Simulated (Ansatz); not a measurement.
Born–Oppenheimer molecular dynamics of a 14-atom AlN cell at 11.50 Å³/atom, computed with Ansatz: Langevin thermostat at 3800 K, 250 steps of 2.0 fs, friction 0.03 1/fs. The run is short and the cell small, so it isn't an equilibrium average.

```yaml
crystal:
  lattice:
    - [5.225388, 0.075452, -0.014681]
    - [0.075452, 5.607676, 0.188637]
    - [-0.014681, 0.188637, 5.501923]
  atoms:
    - { symbol: Al, position: [0.7882220054, 0.8649311299, 0.8367435481] }
    - { symbol: Al, position: [0.0432625395, 0.7713027196, 0.438548167] }
    - { symbol: Al, position: [0.2554679227, 0.2373768338, 0.6254403829] }
    - { symbol: Al, position: [0.1829927852, 0.1540413912, 0.1133297689] }
    - { symbol: Al, position: [0.2846927283, 0.6951624302, 0.9555299905] }
    - { symbol: Al, position: [0.6067947664, 0.3928747411, 0.6815122902] }
    - { symbol: Al, position: [0.5810617056, 0.398378316, 0.2650495932] }
    - { symbol: "N", position: [0.154381667, 0.9554505802, 0.7690437839] }
    - { symbol: "N", position: [0.3354444045, 0.61012182, 0.3608216086] }
    - { symbol: "N", position: [0.9411388542, 0.7576519706, 0.1239707336] }
    - { symbol: "N", position: [0.5725208077, 0.1083792201, 0.553602854] }
    - { symbol: "N", position: [0.7974490483, 0.9503261692, 0.205247452] }
    - { symbol: "N", position: [0.4271463495, 0.3462265623, 0.9774287754] }
    - { symbol: "N", position: [0.8794155109, 0.5022565901, 0.6077026349] }
  symmetry: { detect: false }
basis:
  ecutwfc: 420
  xc_grid: 1
kpoints:
  mp_grid: { grid: [1, 1, 1], shift: [0.0, 0.0, 0.0] }
hamiltonian:
  xc: pbe
scf:
  occupations: { method: fermi_dirac, width: 0.3275 }
  lower_state_search: "off"
  convergence: { dr2_threshold: 1.0e-05 }
output:
  forces: true
  stress: true
md:
  timestep: 2.0
  n_steps: 250
  ensemble: nvt_langevin
  friction: 0.03
  temperature: 3800.0
  initial_velocities: maxwell_boltzmann
  seed: 27168
```

```bash
ansatz run input.yaml --threads 2 --pin off --max-ram 5120MiB --backend cpu --events-out ev --progress --plain --runs-dir out
```

These are results of DFT PBE, scalar-relativistic, plane waves, PAW in Ansatz, not measurements.

6 frames, positions in Å (not wrapped into the cell) and forces in eV/Å:

```xyz
14
Lattice="5.225 0.075 -0.015 0.075 5.608 0.189 -0.015 0.189 5.502" Properties=species:S:1:pos:R:3:forces:R:3 pbc="T T T" time_fs=0.0 temperature_K=3529 free_energy_over_first_frame_eV=0.000
Al    4.172    5.068    4.755   -0.870    1.020   -1.040
Al    0.278    4.411    2.558    0.700   -0.840    1.490
Al    1.344    1.468    3.482   -6.010   -1.940   -1.750
Al    0.966    0.899    0.650   -2.210   -1.250    0.600
Al    1.526    4.100    5.384   -0.430   -0.190    1.930
Al    3.190    2.377    3.815    0.980    0.620    5.160
Al    3.062    2.328    1.525    2.420   -0.640   -0.600
N     0.868    5.515    4.409   -2.410    0.270   -0.190
N     1.794    3.515    2.095    1.610   -1.320    0.680
N     4.973    4.343    0.811    0.340   -3.910   -1.840
N     2.992    0.755    3.058    0.030    0.970   -1.460
N     4.236    5.428    1.297   -0.080    2.500   -0.610
N     2.244    2.158    5.437   -0.630    1.320   -2.270
N     4.624    2.997    3.425    6.560    3.370   -0.100
14
Lattice="5.225 0.075 -0.015 0.075 5.608 0.189 -0.015 0.189 5.502" Properties=species:S:1:pos:R:3:forces:R:3 pbc="T T T" time_fs=100.0 temperature_K=3437 free_energy_over_first_frame_eV=-0.172
Al    3.465    5.243    5.852    3.590    3.040    0.110
Al    0.423    4.341    3.124    1.000   -0.990    1.060
Al    0.782    1.185    3.706    1.720    4.410    0.400
Al    0.962    0.847    1.111   -1.210   -0.710   -0.050
Al    1.236    4.079    5.866   -2.200   -1.520   -0.780
Al    3.283    2.189    3.702   -2.980   -1.030    3.080
Al    3.572    2.663    1.370    0.100    0.530    0.050
N     0.291    5.486    4.826    0.360   -4.470   -0.570
N     2.150    3.598    1.956   -0.120   -1.020    2.960
N     4.958    4.340    1.485   -1.660    0.380   -2.640
N     2.818    0.629    2.725   -1.860    1.570    0.820
N     4.302    6.924    0.666   -0.400   -2.430    0.220
N     1.622    2.099    5.346    2.710    3.100   -3.390
N     4.824    2.961    3.823    0.950   -0.850   -1.280
14
Lattice="5.225 0.075 -0.015 0.075 5.608 0.189 -0.015 0.189 5.502" Properties=species:S:1:pos:R:3:forces:R:3 pbc="T T T" time_fs=200.0 temperature_K=2997 free_energy_over_first_frame_eV=-3.983
Al    3.695    5.522    8.000    0.170    1.040   -0.240
Al    0.800    3.962    3.187    0.480    0.000    1.960
Al   -0.337    1.284    4.753    2.090   -0.400   -2.590
Al    1.823    1.640    1.645   -0.610   -0.370    0.130
Al    1.420    4.384    5.958   -0.840    0.490   -0.710
Al    2.632    2.378    4.237    0.130    4.260    3.180
Al    4.285    2.826    1.419   -0.830    0.260   -0.300
N     1.114    5.659    4.432    2.650   -3.210   -0.030
N     2.531    3.415    2.067   -1.450    0.970    0.810
N     5.111    4.409    1.597   -0.480    3.910   -0.120
N     2.539    0.828    3.597   -2.010   -6.680   -3.050
N     3.672    7.114    0.622   -2.830   -1.140   -1.460
N     0.530    2.904    5.052    2.920    1.960    0.680
N     4.962    1.862    2.733    0.600   -1.090    1.740
14
Lattice="5.225 0.075 -0.015 0.075 5.608 0.189 -0.015 0.189 5.502" Properties=species:S:1:pos:R:3:forces:R:3 pbc="T T T" time_fs=300.0 temperature_K=5531 free_energy_over_first_frame_eV=-4.663
Al    3.767    5.944    7.926    1.450   -2.720   -3.770
Al    0.023    3.556    3.578   -0.060   -0.770    1.030
Al    0.102    0.921    4.848    0.300   -2.340   -1.540
Al    1.271    1.469    1.762   -1.380   -3.850   -1.030
Al    1.293    4.222    6.531    0.930    0.260   -2.880
Al    2.897    1.987    4.165   -1.900    0.310    0.140
Al    3.963    2.747    1.263   -1.440   -0.600   -1.020
N     1.304    4.750    4.030    2.520    4.450    1.520
N     2.221    2.848    2.078    3.490    2.350    1.670
N     4.805    4.445    1.399   -1.610   -0.440    1.650
N     2.250    0.248    3.213   -4.170   -2.470    1.700
N     3.804    6.654    0.289   -1.510    0.270    3.990
N     1.063    2.411    5.241    0.230    1.970    0.230
N     4.559    1.431    3.138    3.170    3.570   -1.680
14
Lattice="5.225 0.075 -0.015 0.075 5.608 0.189 -0.015 0.189 5.502" Properties=species:S:1:pos:R:3:forces:R:3 pbc="T T T" time_fs=400.0 temperature_K=2744 free_energy_over_first_frame_eV=-1.330
Al    3.704    5.945    7.576   -0.490   -1.300   -2.380
Al    0.147    3.503    3.263    0.640    2.150    1.230
Al   -0.289    1.006    3.858    1.690   -4.090    6.190
Al    1.007    1.371    1.114    0.790   -0.010   -0.500
Al    1.460    4.428    6.323   -1.780    0.140   -1.310
Al    2.864    2.343    3.757   -1.780   -1.030    4.770
Al    3.442    2.883    0.737    4.400   -0.970   -1.460
N     1.243    4.974    3.911   -3.190   -1.230    2.490
N     2.476    2.947    2.211   -3.920    2.280   -3.570
N     4.901    4.593    1.137   -1.160   -0.450    1.140
N     2.024   -0.092    3.064    4.340    3.960   -3.280
N     3.394    6.484    0.141    1.260    2.250   -0.810
N     1.135    2.655    5.043   -0.920    0.300   -0.690
N     4.798    2.006    2.410    0.120   -2.010   -1.830
14
Lattice="5.225 0.075 -0.015 0.075 5.608 0.189 -0.015 0.189 5.502" Properties=species:S:1:pos:R:3:forces:R:3 pbc="T T T" time_fs=500.0 temperature_K=4500 free_energy_over_first_frame_eV=-0.380
Al    2.860    6.108    7.753    2.420   -0.670   -4.760
Al    0.076    3.658    3.532    0.620   -2.590   -1.670
Al   -0.538    0.294    4.300   -2.030    1.940    0.590
Al    0.335    1.272    1.364   -1.290    0.360   -0.580
Al    0.759    4.513    6.237   -4.740   -0.430    6.280
Al    2.109    1.395    4.358    0.680    2.740    1.030
Al    2.806    2.911    1.178    3.760    0.270   -0.030
N     1.440    4.865    4.806    3.320    3.550   -8.780
N     2.211    2.721    2.829   -1.220   -1.220    2.980
N     3.881    4.462    1.179    2.430    0.330    1.720
N     2.435   -0.404    3.614   -1.070    0.030    4.170
N     3.547    6.947    0.574    0.520   -0.970   -1.880
N     1.201    2.816    5.985   -3.120   -1.910   -1.650
N     4.867    1.737    2.969   -0.270   -1.420    2.590
```

Over the second half the temperature averages 3874 K and the pressure (kinetic part included, positive in compression) 3.4 GPa. Mean square displacements at the end: Al 2.06 Å², N 1.83 Å² (from the start of this run, the atoms' common shift taken off).

One k point is coarse for so small a cell, so forces and above all the pressure are rough.

It took 86 s on 2 threads of Arm Neoverse V1, on a shared host, peak memory 0.29 GiB.